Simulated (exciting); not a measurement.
# Os (P6_3/mmc) in exciting: equation of state

Aim: energy against volume of Os in PBE, for its equilibrium volume and stiffness.

All numbers are computed with exciting (release sodium); they aren't measurements. Logs are shortened: lines on timing, memory, paths and dates and some standing lists are left out, and cuts for length are marked.

## (1) The structure

It takes space group P6_3/mmc (No. 194, hexagonal). The conventional cell has a = 2.734 Å, b = 2.734 Å, c = 4.320 Å, α = 90.00°, β = 90.00°, γ = 120.00°. Around Os (site symmetry -6m2) lie 12 Os at 2.68 to 2.73 Å.

## (2) Equation of state, PBE, 13.14 Å³/atom (volume scaled by 0.94)

File input.xml:

```xml
<input>
  <title>Os</title>
  <structure speciespath="./" tshift="false">
    <crystal scale="1">
      <basevect>5.061227741137 0.000000000000 0.000000000000</basevect>
      <basevect>-2.530613870569 4.383151798321 0.000000000000</basevect>
      <basevect>0.000000000000 0.000000000000 7.996410326475</basevect>
    </crystal>
    <species speciesfile="Os.xml" rmt="2.3">
      <atom coord="0.666666666700 0.333333333300 0.750000000000"/>
      <atom coord="0.333333333300 0.666666666700 0.250000000000"/>
    </species>
  </structure>
  <groundstate do="fromscratch" ngridk="11 11 6" rgkmax="9" gmaxvr="14" lmaxapw="10" lmaxmat="10" lmaxvr="8" xctype="GGA_PBE" stype="Fermi Dirac" swidth="0.00183747" nempty="18" ValenceRelativity="iora*" epsengy="1e-05" epspot="1e-05" maxscl="60" outputlevel="normal"/>
</input>
```

Potentials or basis: all-electron LAPW+lo, shipped species files, valence relativity iora*.

The run is started by

```
OMP_NUM_THREADS=1 exciting_smp
```

INFO.OUT:

```text
================================================================================
EXCITING SODIUM started
[... 10 lines left out ...]

 Lattice vectors (cartesian) :
      5.0612277411      0.0000000000      0.0000000000
     -2.5306138706      4.3831517983      0.0000000000
      0.0000000000      0.0000000000      7.9964103265

 Reciprocal lattice vectors (cartesian) :
      1.2414350092      0.7167428367     -0.0000000000
      0.0000000000      1.4334856734      0.0000000000
      0.0000000000     -0.0000000000      0.7857507370

 Unit cell volume                           :     177.3934020200
 Brillouin zone volume                      :       1.3983057465

 Species :    1 (Os)
     parameters loaded from                 :    Os.xml
     name                                   :    osmium
     nuclear charge                         :     -76.00000000
     electronic charge                      :      76.00000000
     atomic mass                            :  346768.07650000
     muffin-tin radius                      :       2.30000000
     # of radial points in muffin-tin       :     450

     atomic positions (lattice) :
       1 :   0.66666667  0.33333333  0.75000000
       2 :   0.33333333  0.66666667  0.25000000

 Total number of atoms per unit cell        :       2

 Spin treatment                             :    spin-unpolarised

 Number of Bravais lattice symmetries       :      24
 Number of crystal symmetries               :      12

 k-point grid                               :      11   11    6
 Total number of k-points                   :      84
 k-point set is reduced with crystal symmetries

 R^MT_min * |G+k|_max (rgkmax)              :       9.00000000
 Species with R^MT_min                      :       1 (Os)
 Maximum |G+k| for APW functions            :       3.91304348
 Maximum |G| for potential and density      :      14.00000000

 G-vector grid sizes                        :      24    24    36
 Total number of G-vectors                  :    8219

 Maximum angular momentum used for
     APW functions                          :      10
     computing H and O matrix elements      :      10
     potential and density                  :       8
     inner part of muffin-tin               :       2

 Total nuclear charge                       :    -152.00000000
 Total electronic charge                    :     152.00000000
 Total core charge                          :      92.00000000
 Total valence charge                       :      60.00000000

 Number of empty states                     :      18
 Total number of valence states             :      49

 Maximum Hamiltonian size                   :     244
 Maximum number of plane-waves              :     190
 Total number of local-orbitals             :      54

 Exchange-correlation type                  :      20
     Perdew-Burke-Ernzerhof, Phys. Rev. Lett. 77, 3865 (1996)
     Generalised gradient approximation (GGA)

[... 20 lines left out ...]
+ SCF iteration number :    1                                                  +
++++++++++++++++++++++++++++++++++++++++++++++++++++++++++++++++++++++++++++++++
 Total energy                               :    -34536.59594110
 _______________________________________________________________
 Fermi energy                               :         0.69941676
 Kinetic energy                             :     39255.65100043
 Coulomb energy                             :    -73110.23038830
 Exchange energy                            :      -672.65324783
 Correlation energy                         :        -9.36330539

 DOS at Fermi energy (states/Ha/cell)       :        39.23866575

 Electron charges :
     core                                   :        92.00000000
     core leakage                           :         0.00000332
     valence                                :        60.00000000
     interstitial                           :         4.69895293
     charge in muffin-tin spheres :
                  atom     1    Os          :        73.65052353
                  atom     2    Os          :        73.65052353
     total charge in muffin-tins            :       147.30104707
     total charge                           :       152.00000000

++++++++++++++++++++++++++++++++++++++++++++++++++++++++++++++++++++++++++++++++
+ SCF iteration number :    2                                                  +
++++++++++++++++++++++++++++++++++++++++++++++++++++++++++++++++++++++++++++++++
 Total energy                               :    -34553.10789097
 _______________________________________________________________
 Fermi energy                               :         0.68741247
 Kinetic energy                             :     39246.01187081
 Coulomb energy                             :    -73116.81653585
 Exchange energy                            :      -672.93983677
 Correlation energy                         :        -9.36338917

 DOS at Fermi energy (states/Ha/cell)       :        37.12413101

 Electron charges :
     core                                   :        92.00000000
     core leakage                           :         0.00000323
     valence                                :        60.00000000
     interstitial                           :         4.60406657
     charge in muffin-tin spheres :
                  atom     1    Os          :        73.69796671
                  atom     2    Os          :        73.69796671
     total charge in muffin-tins            :       147.39593343
     total charge                           :       152.00000000

 RMS change in effective potential (target) :  0.302615E-01  ( 0.100000E-04)
 Absolute change in total energy   (target) :   16.5119      ( 0.100000E-04)
 Charge distance                   (target) :  0.193438E-02  ( 0.100000E-04)

++++++++++++++++++++++++++++++++++++++++++++++++++++++++++++++++++++++++++++++++
+ SCF iteration number :    3                                                  +
++++++++++++++++++++++++++++++++++++++++++++++++++++++++++++++++++++++++++++++++
 Total energy                               :    -34560.08428261
 _______________________________________________________________
 Fermi energy                               :         0.68020734
 Kinetic energy                             :     39241.36872847
 Coulomb energy                             :    -73119.03458570
 Exchange energy                            :      -673.05524441
 Correlation energy                         :        -9.36318096

 DOS at Fermi energy (states/Ha/cell)       :        37.21760721

 Electron charges :
     core                                   :        92.00000000
     core leakage                           :         0.00000319
     valence                                :        60.00000000
     interstitial                           :         4.55192913
     charge in muffin-tin spheres :
                  atom     1    Os          :        73.72403543
                  atom     2    Os          :        73.72403543
     total charge in muffin-tins            :       147.44807087
     total charge                           :       152.00000000
[... 268 lines left out ...]
 DOS at Fermi energy (states/Ha/cell)       :        37.16417162

 Electron charges :
     core                                   :        92.00000000
     core leakage                           :         0.00000318
     valence                                :        60.00000000
     interstitial                           :         4.50494880
     charge in muffin-tin spheres :
                  atom     1    Os          :        73.74752560
                  atom     2    Os          :        73.74752560
     total charge in muffin-tins            :       147.49505120
     total charge                           :       152.00000000

 RMS change in effective potential (target) :  0.467718E-08  ( 0.100000E-04)
 Absolute change in total energy   (target) :  0.836224E-05  ( 0.100000E-04)
 Charge distance                   (target) :  0.571763E-09  ( 0.100000E-04)

++++++++++++++++++++++++++++++++++++++++++++++++++++++++++++++++++++++++++++++++
+ SCF iteration number :   14                                                  +
++++++++++++++++++++++++++++++++++++++++++++++++++++++++++++++++++++++++++++++++
 Total energy                               :    -34563.93176025
 _______________________________________________________________
 Fermi energy                               :         0.66941153
 Kinetic energy                             :     39237.47170175
 Coulomb energy                             :    -73118.94079821
 Exchange energy                            :      -673.09999060
 Correlation energy                         :        -9.36267320

 DOS at Fermi energy (states/Ha/cell)       :        37.16417190

 Electron charges :
     core                                   :        92.00000000
     core leakage                           :         0.00000318
     valence                                :        60.00000000
     interstitial                           :         4.50494882
     charge in muffin-tin spheres :
                  atom     1    Os          :        73.74752559
                  atom     2    Os          :        73.74752559
     total charge in muffin-tins            :       147.49505118
     total charge                           :       152.00000000

 RMS change in effective potential (target) :  0.620923E-09  ( 0.100000E-04)
 Absolute change in total energy   (target) :  0.127123E-05  ( 0.100000E-04)
 Charge distance                   (target) :  0.310711E-09  ( 0.100000E-04)

++++++++++++++++++++++++++++++++++++++++++++++++++++++++++++++++++++++++++++++++
| Convergency criteria checked for the last 2 iterations                       +
| Convergence targets achieved. Performing final SCF iteration                 +
++++++++++++++++++++++++++++++++++++++++++++++++++++++++++++++++++++++++++++++++
 Total energy                               :    -34563.93176042
 _______________________________________________________________
 Fermi energy                               :         0.66941153
 Kinetic energy                             :     39237.47170170
 Coulomb energy                             :    -73118.94079832
 Exchange energy                            :      -673.09999060
 Correlation energy                         :        -9.36267320

 DOS at Fermi energy (states/Ha/cell)       :        37.16417190

 Electron charges :
     core                                   :        92.00000000
     core leakage                           :         0.00000318
     valence                                :        60.00000000
     interstitial                           :         4.50494882
     charge in muffin-tin spheres :
                  atom     1    Os          :        73.74752559
                  atom     2    Os          :        73.74752559
     total charge in muffin-tins            :       147.49505118
     total charge                           :       152.00000000

++++++++++++++++++++++++++++++++++++++++++++++++++++++++++++++++++++++++++++++++
[... 12 lines left out ...]
| EXCITING SODIUM stopped                                                      =
================================================================================
```

It took 99 s on 1 thread of Arm Neoverse V2, shared host; peak memory 0.13 GiB.

Results:

- Free energy: -940532.5093 eV
- Band gap on the k mesh: none (metal or under the smearing width)
- All electrons inside the program's atomic spheres: Os 73.75 (radii Os 2.3 bohr)

Caveat: the log's total energy holds no entropy term; the free energy is that total less TS from the occupations.

## (3) Equation of state, PBE, 13.42 Å³/atom (volume scaled by 0.96)

input.xml: that of step 2 with these lines changed.

```diff
@@ -4,5 +4,5 @@
     <crystal scale="1">
-      <basevect>5.061227741137 0.000000000000 0.000000000000</basevect>
-      <basevect>-2.530613870569 4.383151798321 0.000000000000</basevect>
-      <basevect>0.000000000000 0.000000000000 7.996410326475</basevect>
+      <basevect>5.096871364505 0.000000000000 0.000000000000</basevect>
+      <basevect>-2.548435682252 4.414020081504 0.000000000000</basevect>
+      <basevect>0.000000000000 0.000000000000 8.052724930706</basevect>
     </crystal>
```

Potentials or basis: all-electron LAPW+lo, shipped species files, valence relativity iora*.

The run is started by

```
OMP_NUM_THREADS=1 exciting_smp
```

It took 1.7 min on 1 thread of Arm Neoverse V2, shared host; peak memory 0.13 GiB.

It converged, with:

```
Free energy                                       : -940532.6332 eV
Band gap on the k mesh                            : none (metal or under the smearing width)
All electrons inside the program's atomic spheres : Os 73.70 (radii Os 2.3 bohr)
```

Caveat: the log's total energy holds no entropy term; the free energy is that total less TS from the occupations.

## (4) Equation of state, PBE, 13.70 Å³/atom (volume scaled by 0.98)

input.xml: that of step 3 with these lines changed.

```diff
@@ -4,5 +4,5 @@
     <crystal scale="1">
-      <basevect>5.096871364505 0.000000000000 0.000000000000</basevect>
-      <basevect>-2.548435682252 4.414020081504 0.000000000000</basevect>
-      <basevect>0.000000000000 0.000000000000 8.052724930706</basevect>
+      <basevect>5.132023312315 0.000000000000 0.000000000000</basevect>
+      <basevect>-2.566011656063 4.444462561203 0.000000000000</basevect>
+      <basevect>0.000000000000 0.000000000000 8.108262719739</basevect>
     </crystal>
```

The run is started by

```
OMP_NUM_THREADS=1 exciting_smp
```

It took 1.8 min on 1 thread of Arm Neoverse V2, shared host; peak memory 0.13 GiB.

The run converged. Its results:

| Quantity | Value |
| --- | --- |
| Free energy | -940532.7186 eV |
| Band gap on the k mesh | none (metal or under the smearing width) |
| All electrons inside the program's atomic spheres | Os 73.65 (radii Os 2.3 bohr) |

Caveat: the log's total energy holds no entropy term; the free energy is that total less TS from the occupations.

## (5) Equation of state, PBE, 13.98 Å³/atom

input.xml: that of step 4 with these lines changed.

```diff
@@ -4,5 +4,5 @@
     <crystal scale="1">
-      <basevect>5.132023312315 0.000000000000 0.000000000000</basevect>
-      <basevect>-2.566011656063 4.444462561203 0.000000000000</basevect>
-      <basevect>0.000000000000 0.000000000000 8.108262719739</basevect>
+      <basevect>5.166700197339 0.000000000000 0.000000000000</basevect>
+      <basevect>-2.583350098670 4.474493624658 0.000000000000</basevect>
+      <basevect>0.000000000000 0.000000000000 8.163049940546</basevect>
     </crystal>
```

The run is started by

```
OMP_NUM_THREADS=1 exciting_smp
```

Wall time 1.8 min (1 thread of Arm Neoverse V2, shared host); peak memory 0.13 GiB.

The run converged. Its results:

- Free energy: -940532.7693 eV
- Band gap on the k mesh: none (metal or under the smearing width)
- All electrons inside the program's atomic spheres: Os 73.61 (radii Os 2.3 bohr)

Caveat: the log's total energy holds no entropy term; the free energy is that total less TS from the occupations.

## (6) Equation of state, PBE, 14.26 Å³/atom (volume scaled by 1.02)

input.xml: that of step 5 with these lines changed.

```diff
@@ -4,5 +4,5 @@
     <crystal scale="1">
-      <basevect>5.166700197339 0.000000000000 0.000000000000</basevect>
-      <basevect>-2.583350098670 4.474493624658 0.000000000000</basevect>
-      <basevect>0.000000000000 0.000000000000 8.163049940546</basevect>
+      <basevect>5.200917752115 0.000000000000 0.000000000000</basevect>
+      <basevect>-2.600458876057 4.504126896419 0.000000000000</basevect>
+      <basevect>0.000000000000 0.000000000000 8.217111449452</basevect>
     </crystal>
```

Potentials or basis: all-electron LAPW+lo, shipped species files, valence relativity iora*.

The run is started by

```
OMP_NUM_THREADS=1 exciting_smp
```

It took 1.7 min on 1 thread of Arm Neoverse V2, shared host; peak memory 0.13 GiB.

Results (log left out):

| Property | Result |
| --- | --- |
| Free energy | -940532.7883 eV |
| Band gap on the k mesh | none (metal or under the smearing width) |
| All electrons inside the program's atomic spheres | Os 73.57 (radii Os 2.3 bohr) |

Caveat: the log's total energy holds no entropy term; the free energy is that total less TS from the occupations.

## (7) Equation of state, PBE, 14.54 Å³/atom (volume scaled by 1.04)

input.xml: that of step 6 with these lines changed.

```diff
@@ -4,5 +4,5 @@
     <crystal scale="1">
-      <basevect>5.200917752115 0.000000000000 0.000000000000</basevect>
-      <basevect>-2.600458876057 4.504126896419 0.000000000000</basevect>
-      <basevect>0.000000000000 0.000000000000 8.217111449452</basevect>
+      <basevect>5.234690891683 0.000000000000 0.000000000000</basevect>
+      <basevect>-2.617345445841 4.533375293139 0.000000000000</basevect>
+      <basevect>0.000000000000 0.000000000000 8.270470811152</basevect>
     </crystal>
```

The run is started by

```
OMP_NUM_THREADS=1 exciting_smp
```

Wall time 1.9 min (1 thread of Arm Neoverse V2, shared host); peak memory 0.13 GiB.

Results (log left out):

```
Free energy                                       : -940532.7804 eV
Band gap on the k mesh                            : none (metal or under the smearing width)
All electrons inside the program's atomic spheres : Os 73.54 (radii Os 2.3 bohr)
```

Caveat: the log's total energy holds no entropy term; the free energy is that total less TS from the occupations.

[end of part 1 of 2]
